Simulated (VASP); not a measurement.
Crystal: Sb2S3 (Stibnite).

```
Sb S
1.0
    11.31100    0.00000    0.00000
     0.00000    3.83890    0.00000
     0.00000    0.00000   11.22300
Sb S
8 12
Direct
  0.47061 0.25000 0.32595
  0.02939 0.75000 0.82595
  0.97061 0.25000 0.17405
  0.52939 0.75000 0.67405
  0.35059 0.75000 0.03602
  0.14941 0.25000 0.53602
  0.85059 0.75000 0.46398
  0.64941 0.25000 0.96398
  0.29214 0.25000 0.19181
  0.20786 0.75000 0.69181
  0.79214 0.25000 0.30819
  0.70786 0.75000 0.80819
  0.54980 0.75000 0.12300
  0.95020 0.25000 0.62300
  0.04980 0.75000 0.37700
  0.45020 0.25000 0.87700
  0.37510 0.75000 0.43890
  0.12490 0.25000 0.93890
  0.87510 0.75000 0.06110
  0.62490 0.25000 0.56110
```

```yaml
Program: VASP 6.6.1
Task: relaxation of cell and atoms
Functional: PBEsol
Potentials_or_basis: VASP PAW PBE potentials, release 64 (Sb, S)
Cutoff: 600 eV
k_mesh: 4 × 8 × 4
Occupations: gaussian, width 0.03 eV
Spin: no spin polarisation
```

At the start: pressure -0.3 GPa; volume 24.37 Å³/atom.

Question: Where does the relaxation end?

Answer: Over 15 steps the energy falls by 5.4 meV/atom and the volume is 23.59 Å³/atom (-3.2 %); space group Pnma (No. 62, to 0.05 Å).

The path:
```tsv
step	energy change (eV)	largest force (eV/Å)	pressure (GPa)	volume (Å³)
1	0.0000	0.2717	-0.32	487.32
2	-0.0489	0.1533	-0.30	483.86
3	-0.0594	0.1583	-0.25	481.32
4	-0.0800	0.1252	0.11	476.82
5	-0.0827	0.1729	0.31	474.48
6	-0.0958	0.1301	-0.19	474.88
7	-0.0960	0.1329	-0.26	474.94
8	-0.1049	0.0590	0.00	471.95
9	-0.1050	0.0605	0.04	471.56
10	-0.1067	0.0418	0.00	471.70
11	-0.1074	0.0306	-0.03	471.85
12	-0.1080	0.0223	0.06	471.39
13	-0.1080	0.0248	0.07	471.32
14	-0.1083	0.0113	0.01	471.64
15	-0.1084	0.0080	-0.02	471.83
```

Final structure:
```xyz
20
Lattice="11.2845 0.0000 0.0000 0.0000 3.8296 0.0000 0.0000 0.0000 10.9182" Properties=species:S:1:pos:R:3 pbc="T T T"
Sb    5.3652    0.9574    3.5583
Sb    0.2771    2.8722    9.0174
Sb   11.0075    0.9574    1.9008
Sb    5.9193    2.8722    7.3599
Sb    3.9186    2.8722    0.3529
Sb    1.7237    0.9574    5.8120
Sb    9.5609    2.8722    5.1062
Sb    7.3659    0.9574   10.5653
S     3.2750    0.9574    2.0903
S     2.3673    2.8722    7.5494
S     8.9173    0.9574    3.3688
S     8.0095    2.8722    8.8279
S     6.1898    2.8722    1.3865
S    10.7370    0.9574    6.8456
S     0.5476    2.8722    4.0725
S     5.0947    0.9574    9.5316
S     4.2210    2.8722    4.8307
S     1.4213    0.9574   10.2898
S     9.8633    2.8722    0.6284
S     7.0635    0.9574    6.0875
```

Caveat: the PAW data sets were made with another functional, which shifts forces and pressure a little.
